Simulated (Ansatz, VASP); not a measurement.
**Two plane-wave programs on Al2Cu**

File INCAR:

```
SYSTEM = Al2Cu
PREC = Accurate
ENCUT = 520
EDIFF = 1E-7
ISMEAR = 0
SIGMA = 0.1
LREAL = .False.
LASPH = .True.
NELM = 100
ALGO = Fast
ISIF = 2
LWAVE = .False.
LCHARG = .True.
GGA = PS
LELF = .True.
LVHAR = .True.
NBANDS = 16
```

File KPOINTS:

```
Automatic mesh
0
Gamma
  10 10 14
  0 0 0
```

POSCAR

```
Al2Cu
1.0
    4.2989055386      0.0000000000      0.0000000000
    0.0000000000      4.2989055386      0.0000000000
    0.0000000000      0.0000000000      2.8542752805
Al Cu
2 1
Direct
    0.5000000000      0.0000000000      0.5000000000
    0.0000000000      0.5000000000      0.5000000000
    0.0000000000      0.0000000000      0.0000000000
```

Input for Ansatz:

```yaml
crystal:
  lattice:
    - [4.2989055386, 0.0, 0.0]
    - [0.0, 4.2989055386, 0.0]
    - [0.0, 0.0, 2.8542752805]
  atoms:
    - { symbol: Al, position: [0.5, 0.0, 0.5] }
    - { symbol: Al, position: [0.0, 0.5, 0.5] }
    - { symbol: Cu, position: [0.0, 0.0, 0.0] }
basis:
  ecutwfc: 420
kpoints:
  mp_grid: { grid: [10, 10, 14] }
hamiltonian:
  xc: pbesol
scf:
  occupations: { method: gaussian, width: 0.1 }
output:
  forces: true
  stress: true
  eigenvalues: true
```

Alike in both runs: task single point; functional PBEsol; k mesh 10 × 10 × 14; occupations gaussian, width 0.1 eV; no spin polarisation.

|  | VASP | Ansatz |
| --- | --- | --- |
| version | VASP 6.6.1 | Ansatz 0.2.0 |
| potentials or method | VASP PAW PBE potentials, release 64 (Al, Cu) | scalar-relativistic, plane waves, PAW |
| plane-wave cutoff (eV) | 520 | 420 |
| valence electrons in the cell | 17 | 25 |

Ansatz gave:

* gap on the k mesh at the Fermi level (eV): none
* pressure (GPa): -7.8
* largest component of the traceless stress (GPa): 1.21

**Question.** Which values does VASP return?

**Answer.** gap on the k mesh at the Fermi level (eV): none; pressure (GPa): -7.8; largest component of the traceless stress (GPa): 1.18.

A gap of «none» marks a metal or a gap that the smearing closes. The two sets of potentials don't hold the same shells in valence.

Caveats: the PAW data sets were made with another functional, which shifts forces and pressure a little (VASP).
